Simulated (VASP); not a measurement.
# Li2S (Fm-3m) in VASP: further runs

One crystal, Li2S, is run at these levels: r2SCAN; tasks: single point, relaxation of cell and atoms.

All numbers are computed with VASP 6.6.1; they aren't measurements. Logs are shortened: lines on timing, memory, paths and dates and some standing lists are left out, and cuts for length are marked.

## 1. The structure

The structure is cubic, space group Fm-3m (No. 225). Conventional cell: a = 5.691 Å, b = 5.691 Å, c = 5.691 Å, α = 90.00°, β = 90.00°, γ = 90.00°. Li (site symmetry -43m) is surrounded by 4 S at 2.46 Å. S (site symmetry m-3m) has 8 Li at 2.46 Å as nearest neighbours.

## 2. Single point, r2SCAN

Input file POSCAR:

```
Li2S
1.0
    0.0000000000      2.8452833938      2.8452833938
    2.8452833938      0.0000000000      2.8452833938
    2.8452833938      2.8452833938      0.0000000000
Li S
2 1
Direct
    0.2500000000      0.2500000000      0.2500000000
    0.7500000000      0.7500000000      0.7500000000
    0.0000000000      0.0000000000      0.0000000000
```

Input file INCAR.step1:

```
PREC = Accurate
ENCUT = 520
ISMEAR = 0
SIGMA = 0.02
LREAL = F
LASPH = T
NELM = 100
NBANDS = 13
GGA = PE
ALGO = Normal
EDIFF = 1E-4
LWAVE = T
LCHARG = F
```

Input file INCAR.step2:

```
PREC = Accurate
ENCUT = 520
EDIFF = 1E-6
ISMEAR = 0
SIGMA = 0.02
LREAL = F
LASPH = T
NELM = 100
ALGO = Normal
ISIF = 2
LWAVE = F
LCHARG = F
METAGGA = R2SCAN
LMIXTAU = T
NBANDS = 13
ISTART = 1
```

Input file KPOINTS:

```
regular mesh
0
Gamma
  8 8 8
```

Potentials or basis: VASP PAW PBE potentials, release 64 (Li_sv, S).

Started as:

```sh
$ cat potpaw_PBE.64/Li_sv/POTCAR potpaw_PBE.64/S/POTCAR > POTCAR
$ cp INCAR.step1 INCAR
$ mpirun -np 1 vasp_std > vasp.out
$ cp INCAR.step2 INCAR
$ mpirun -np 1 vasp_std > vasp.out
```

OUTCAR:

```text
PREC = Accurate
   ENCUT = 520
   EDIFF = 1E-6
   ISMEAR = 0
   LREAL = F
   LASPH = T
   NELM = 100
   ISIF = 2
   METAGGA = R2SCAN
   ISTART = 1

 ion  position               nearest neighbor table
   1  0.250  0.250  0.250-   3 2.46   3 2.46   3 2.46   3 2.46
   2  0.750  0.750  0.750-   3 2.46   3 2.46   3 2.46   3 2.46
   3  0.000  0.000  0.000-   1 2.46   2 2.46   2 2.46   2 2.46   2 2.46   1 2.46   1 2.46   1 2.46

  LATTYP: Found a face centered cubic cell.
 ALAT       =     5.6905667876

  Lattice vectors:

 A1 = (   0.0000000000,   2.8452833938,   2.8452833938)
 A2 = (   2.8452833938,   0.0000000000,   2.8452833938)
 A3 = (   2.8452833938,   2.8452833938,   0.0000000000)

Analysis of symmetry for initial positions (statically):
=====================================================================
 Subroutine PRICEL returns:
 Original cell was already a primitive cell.

 Routine SETGRP: Setting up the symmetry group for a
 face centered cubic supercell.

 Subroutine GETGRP returns: Found 48 space group operations
 (whereof 48 operations were pure point group operations)
 out of a pool of 48 trial point group operations.

The static configuration has the point symmetry O_h .

Analysis of symmetry for dynamics (positions and initial velocities):
=====================================================================
 Subroutine PRICEL returns:
 Original cell was already a primitive cell.

 Routine SETGRP: Setting up the symmetry group for a
 face centered cubic supercell.

 Subroutine GETGRP returns: Found 48 space group operations
 (whereof 48 operations were pure point group operations)
 out of a pool of 48 trial point group operations.

The dynamic configuration has the point symmetry O_h .

 Subroutine INISYM returns: Found 48 space group operations
 (whereof 48 operations are pure point group operations),
 and found     1 'primitive' translations

----------------------------------------------------------------------------------------

                                     Primitive cell

  volume of cell :      46.0688

  direct lattice vectors                    reciprocal lattice vectors
     0.000000000  2.845283394  2.845283394    -0.175729420  0.175729420  0.175729420
     2.845283394  0.000000000  2.845283394     0.175729420 -0.175729420  0.175729420
     2.845283394  2.845283394  0.000000000     0.175729420  0.175729420 -0.175729420

  length of vectors
     4.023838364  4.023838364  4.023838364     0.304372284  0.304372284  0.304372284

[... 90 lines left out ...]
   POTIM  = 0.5000    time-step for ionic-motion
   TEBEG  =    0.0;   TEEND  =   0.0 temperature during run
   PSTRESS=    0.0 pullay stress
   NELECT =      12.0000    total number of electrons
   NUPDOWN=      -1.0000    fix difference up-down
   EMIN   =  10.00;   EMAX   =-10.00  energy-range for DOS
   EFERMI =   0.00;   METHOD = LEGACY
   ISMEAR =     0;   SIGMA  =   0.02  broadening in eV -4-tet -1-fermi 0-gaus
   EFERMI_NEDOS =   21; number of points for ismear=-14 and -15
   IALGO  =     38    algorithm
   IMIX   =      4    mixing-type and parameters
     AMIX     =   0.40;   BMIX     =  1.00
     AMIX_MAG =   1.60;   BMIX_MAG =  1.00
  volume/ion in A,a.u.               =      15.36       103.63
  Fermi-wavevector in a.u.,A,eV,Ry     =   1.045522  1.975750 14.872741  1.093116
  Thomas-Fermi vector in A             =   2.180321
   LORBIT       =      0    0 simple, 1 ext, 2 COOP (PROOUT), +10 PAW based schemes
   METAGGA = R2SCAN    functional components
   LHFCALC =     F    Hartree Fock is set to
   AEXX    =    0.0000 exact exchange contribution
   IVDW    =     0    specifies the selected vdW correction
   LEPSILON=     F    determine dielectric tensor
   LRPA    =     F    only Hartree local field effects (RPA)
 non-spin polarized calculation
 Gauss-broadening in eV      SIGMA  =   0.02
  energy-cutoff  :      520.00
  volume of cell :       46.07
 maximum number of plane-waves:      1254
 NGX is ok and might be reduce to    30
   NGX = 15   NGY = 15   NGZ = 15

 number of electron      11.9999990 magnetization

 Free energy of the ion-electron system (eV)
  ---------------------------------------------------
  ext. energy  EPLUGINS =         0.00000000
  ---------------------------------------------------
  free energy    TOTEN  =       -17.38165298 eV

  energy without entropy =      -17.38165298  energy(sigma->0) =      -17.38165298

 E-fermi :   1.3618     XC(G=0):  -8.9268

 val. band max:        1.2129202605   @ k =   0.0000   0.0000   0.0000
 cond. band min:       5.0710908713   @ k =   0.5000   0.5000   0.0000
 fundamental gap:      3.8581706108
 Fermi energy:         1.3617942252

 k-point     1 :       0.0000    0.0000    0.0000
  band No.  band energies     occupation
      1     -44.3917      2.00000
      2     -44.3499      2.00000
      3     -10.2732      2.00000
      4       1.2128      2.00000
      5       1.2128      2.00000
      6       1.2129      2.00000
      7       6.2650      0.00000
      8       8.1228      0.00000
      9       8.1228      0.00000
     10       8.1235      0.00000
     11      12.9762      0.00000
     12      12.9762      0.00000
     13      14.6605      0.00000
[... 354 lines left out ...]
  band No.  band energies     occupation
      1     -44.3698      2.00000
      2     -44.3698      2.00000
      3      -9.7634      2.00000
      4      -1.3732      2.00000
      5      -0.0267      2.00000
      6       0.3054      2.00000
      7       7.6134      0.00000
      8       8.6433      0.00000
      9      10.3558      0.00000
     10      11.0171      0.00000
     11      12.4592      0.00000
     12      13.8759      0.00000
     13      15.4973      0.00000

 [... further k-points ...]
[... 5 lines left out ...]
  --------------------------------------------------------------------------------------
  -------------------------------------------------------------------------------------
  Total       -0.0292243     -0.0292243     -0.0292243      0.0000000      0.0000000      0.0000000
  in kB       -1.0163605     -1.0163605     -1.0163605      0.0000000      0.0000000      0.0000000
  external PRESSURE =      -1.0163605 kB  Pullay stress =       0.0000000 kB

 VOLUME and BASIS-vectors are now :
 -----------------------------------------------------------------------------
  energy-cutoff  :      520.00
  volume of cell :       46.07
      direct lattice vectors                 reciprocal lattice vectors
     0.000000000  2.845283394  2.845283394    -0.175729420  0.175729420  0.175729420
     2.845283394  0.000000000  2.845283394     0.175729420 -0.175729420  0.175729420
     2.845283394  2.845283394  0.000000000     0.175729420  0.175729420 -0.175729420

 POSITION                                       TOTAL-FORCE (eV/Angst)
 -----------------------------------------------------------------------------------
      1.42264      1.42264      1.42264        -0.000000      0.000000     -0.000000
      4.26793      4.26793      4.26793         0.000000     -0.000000      0.000000
      0.00000      0.00000      0.00000         0.000000     -0.000000     -0.000000
 -----------------------------------------------------------------------------------
    total drift:                                0.000000     -0.000000      0.000000

  FREE ENERGIE OF THE ION-ELECTRON SYSTEM (eV)
  ---------------------------------------------------
  free  energy   TOTEN  =       -17.3816529772 eV

  energy  without entropy=      -17.3816529772  energy(sigma->0) =      -17.38165298
```

OSZICAR.step1:

```text
N       E                     dE             d eps       ncg     rms          rms(c)
DAV:   1     0.485310561148E+02    0.48531E+02   -0.53040E+03   754   0.892E+02
DAV:   2    -0.464209973567E+01   -0.53173E+02   -0.50667E+02   945   0.196E+02
DAV:   3    -0.121340196422E+02   -0.74919E+01   -0.74392E+01  1434   0.482E+01
DAV:   4    -0.122946118072E+02   -0.16059E+00   -0.16048E+00   975   0.101E+01
DAV:   5    -0.122987966959E+02   -0.41849E-02   -0.41848E-02  1201   0.124E+00    0.388E+00
DAV:   6    -0.120005205989E+02    0.29828E+00   -0.50423E-01   903   0.283E+00    0.291E+00
DAV:   7    -0.119848669681E+02    0.15654E-01   -0.13666E-01  1062   0.165E+00    0.181E+00
DAV:   8    -0.119960234405E+02   -0.11156E-01   -0.29373E-02   957   0.930E-01    0.788E-01
DAV:   9    -0.119954623060E+02    0.56113E-03   -0.98636E-04  1029   0.187E-01    0.489E-01
DAV:  10    -0.119956262336E+02   -0.16393E-03   -0.15242E-03   834   0.194E-01    0.288E-01
DAV:  11    -0.119956109026E+02    0.15331E-04   -0.86871E-05   633   0.661E-02
   1 F= -.11995611E+02 E0= -.11995611E+02  d E =-.226735E-47
```

It took 72 s on 1 thread of Intel Xeon Platinum 8259CL at 2.50GHz (Skylake/Cascade Lake), shared host; peak memory 0.17 GiB.

Results:

* Free energy: -17.3817 eV
* Band gap on the k mesh: 3.86 eV, indirect (least direct gap 5.05 eV)

Caveat: the cutoff is under 1.25 times the usual one of these potentials, so pressure, stress and relaxed cells hold a basis-set (Pulay) error; the PAW data sets were made with another functional, which shifts forces and pressure a little.

## 3. Relaxation of cell and atoms, r2SCAN

This run uses another cell than the first one, of 15.50 Å³/atom, 1.009 times its volume.

Input file POSCAR:

```
Li2S
1.0
    0.0000000000      2.8540000000      2.8540000000
    2.8540000000      0.0000000000      2.8540000000
    2.8540000000      2.8540000000      0.0000000000
Li S
2 1
Direct
    0.2500000000      0.2500000000      0.2500000000
    0.7500000000      0.7500000000      0.7500000000
    0.0000000000      0.0000000000      0.0000000000
```

Input file INCAR.step1:

```
PREC = Accurate
ENCUT = 600
ISMEAR = 0
SIGMA = 0.02
LREAL = False
LASPH = True
NELM = 100
GGA = PE
ALGO = Normal
EDIFF = 1E-4
LWAVE = True
LCHARG = False
```

Input file INCAR.step2:

```
PREC = Accurate
ENCUT = 600
EDIFF = 1E-7
ISMEAR = 0
SIGMA = 0.02
LREAL = False
LASPH = True
NELM = 100
ALGO = Normal
ISIF = 3
LWAVE = False
LCHARG = False
METAGGA = R2SCAN
LMIXTAU = True
IBRION = 2
NSW = 100
EDIFFG = -0.005
ISTART = 1
```

KPOINTS is that of step 2.

Potentials or basis: VASP PAW PBE potentials, release 64 (Li_sv, S).

Started as:

```sh
$ cat potpaw_PBE.64/Li_sv/POTCAR potpaw_PBE.64/S/POTCAR > POTCAR
$ cp INCAR.step1 INCAR
$ mpirun -np 1 vasp_std > vasp.out
$ cp INCAR.step2 INCAR
$ mpirun -np 1 vasp_std > vasp.out
```

It took 2 min on 1 thread of Intel Xeon Platinum 8259CL at 2.50GHz (Skylake/Cascade Lake), shared host; peak memory 0.19 GiB.

The run converged. Its results:

```
Free energy                            : -17.3851 eV
Relaxed volume                         : 15.30 Å³/atom
Relaxed cell                           : a = 4.019 Å, b = 4.019 Å, c = 4.019 Å, α = 60.00°, β = 60.00°, γ = 60.00°
Space group after relaxing (to 0.05 Å) : Fm-3m (No. 225)
Energy gained by relaxing              : 0.4 meV/atom
Ionic steps                            : 3
Pressure after relaxing                : 0.0 GPa
Band gap on the k mesh                 : 3.85 eV, indirect (least direct gap 5.07 eV)
```

The path:
| step | energy change (eV) | largest force (eV/Å) | pressure (GPa) | volume (Å³) |
| --- | --- | --- | --- | --- |
| 1 | 0.0000 | 0.0000 | -0.62 | 46.49 |
| 2 | -0.0011 | 0.0000 | -0.21 | 46.09 |
| 3 | -0.0012 | 0.0000 | -0.02 | 45.91 |

Final structure:
```cif
data_structure
_symmetry_space_group_name_H-M 'P 1'
_symmetry_Int_Tables_number 1
_cell_length_a 4.0193
_cell_length_b 4.0193
_cell_length_c 4.0193
_cell_angle_alpha 60.000
_cell_angle_beta 60.000
_cell_angle_gamma 60.000
_cell_volume 45.91
loop_
_atom_site_label
_atom_site_type_symbol
_atom_site_fract_x
_atom_site_fract_y
_atom_site_fract_z
_atom_site_occupancy
Li1 Li 0.25000 0.25000 0.25000 1
Li2 Li 0.75000 0.75000 0.75000 1
S1 S 0.00000 0.00000 0.00000 1
```

Levels at points of the mesh, in eV from the valence-band top:
| k point | band 2 | band 3 | band 4 | band 5 | band 6 | band 7 | band 8 | band 9 | band 10 |
| --- | --- | --- | --- | --- | --- | --- | --- | --- | --- |
| (0.00, 0.00, 0.00) | -45.56 | -11.49 | 0.00 | 0.00 | 0.00 | 5.07 | 6.91 | 6.91 | 6.91 |
| (0.50, 0.00, 0.00) | -45.58 | -11.05 | -2.90 | -0.51 | -0.51 | 6.99 | 7.19 | 7.19 | 9.15 |
| (0.50, 0.50, 0.00) | -45.57 | -10.92 | -2.16 | -1.44 | -1.44 | 3.85 | 7.91 | 12.19 | 12.19 |

Caveat: the cutoff is under 1.25 times the usual one of these potentials, so pressure, stress and relaxed cells hold a basis-set (Pulay) error; the PAW data sets were made with another functional, which shifts forces and pressure a little.

## 4. Single point, r2SCAN

Input file POSCAR:

```
Li2S
1.0
    0.0000000000      2.8452833938      2.8452833938
    2.8452833938      0.0000000000      2.8452833938
    2.8452833938      2.8452833938      0.0000000000
Li S
2 1
Direct
    0.2500000000      0.2500000000      0.2500000000
    0.7500000000      0.7500000000      0.7500000000
    0.0000000000      0.0000000000      0.0000000000
```

Input file INCAR.step1:

```
SYSTEM = Li2S
PREC = Accurate
ENCUT = 520
ISMEAR = 0
SIGMA = 0.05
LREAL = .FALSE.
LASPH = .TRUE.
NELM = 100
NBANDS = 13
GGA = PE
ALGO = Normal
EDIFF = 1E-4
LWAVE = .TRUE.
LCHARG = .FALSE.
```

Input file INCAR.step2:

```
SYSTEM = Li2S
PREC = Accurate
ENCUT = 520
EDIFF = 1E-7
ISMEAR = 0
SIGMA = 0.05
LREAL = .FALSE.
LASPH = .TRUE.
NELM = 100
ALGO = Normal
ISIF = 2
LWAVE = .FALSE.
LCHARG = .TRUE.
METAGGA = R2SCAN
LMIXTAU = .TRUE.
LELF = .TRUE.
LVHAR = .TRUE.
NBANDS = 13
ISTART = 1
```

Input file KPOINTS:

```
regular mesh
0
G
  8 8 8
  0 0 0
```

Started as:

```sh
$ cat potpaw_PBE.64/Li_sv/POTCAR potpaw_PBE.64/S/POTCAR > POTCAR
$ cp INCAR.step1 INCAR
$ mpirun -np 1 vasp_std > vasp.out
$ cp INCAR.step2 INCAR
$ mpirun -np 1 vasp_std > vasp.out
```

Wall time 79 s (1 thread of Intel Xeon Platinum 8259CL at 2.50GHz (Skylake/Cascade Lake), shared host); peak memory 0.16 GiB.

Results (log left out):

* Free energy: -17.3817 eV
* Band gap on the k mesh: 3.86 eV, indirect (least direct gap 5.05 eV)

Levels at points of the mesh, in eV from the valence-band top:
| k point | band 2 | band 3 | band 4 | band 5 | band 6 | band 7 | band 8 | band 9 | band 10 | band 11 |
| --- | --- | --- | --- | --- | --- | --- | --- | --- | --- | --- |
| (0.00, 0.00, 0.00) | -45.56 | -11.49 | 0.00 | 0.00 | 0.00 | 5.05 | 6.91 | 6.91 | 6.91 | 11.76 |
| (0.50, 0.00, 0.00) | -45.58 | -11.04 | -2.89 | -0.51 | -0.51 | 6.98 | 7.19 | 7.19 | 9.13 | 13.73 |
| (0.50, 0.50, 0.00) | -45.58 | -10.92 | -2.16 | -1.44 | -1.44 | 3.86 | 7.90 | 12.17 | 12.17 | 13.37 |

Caveat: the cutoff is under 1.25 times the usual one of these potentials, so pressure, stress and relaxed cells hold a basis-set (Pulay) error; the PAW data sets were made with another functional, which shifts forces and pressure a little.

## 5. Overview

```csv
task,cell,cutoff (eV),smearing,gap on the mesh (eV)
single point,"Fm-3m, 15.36 Å³/atom",520,gaussian 0.02 eV,3.86
relaxation of cell and atoms,relaxed,600,gaussian 0.02 eV,3.85
single point,"Fm-3m, 15.36 Å³/atom",520,gaussian 0.05 eV,3.86
```

Alike in all rows: level r2SCAN; potentials or basis VASP PAW PBE potentials, release 64 (Li_sv, S); no spin polarisation; k mesh 8 × 8 × 8.

Caveats: the cutoff is under 1.25 times the usual one of these potentials, so pressure, stress and relaxed cells hold a basis-set (Pulay) error; the PAW data sets were made with another functional, which shifts forces and pressure a little.

Total energies depend on the potentials used, so only differences within one code and one set of settings carry meaning.
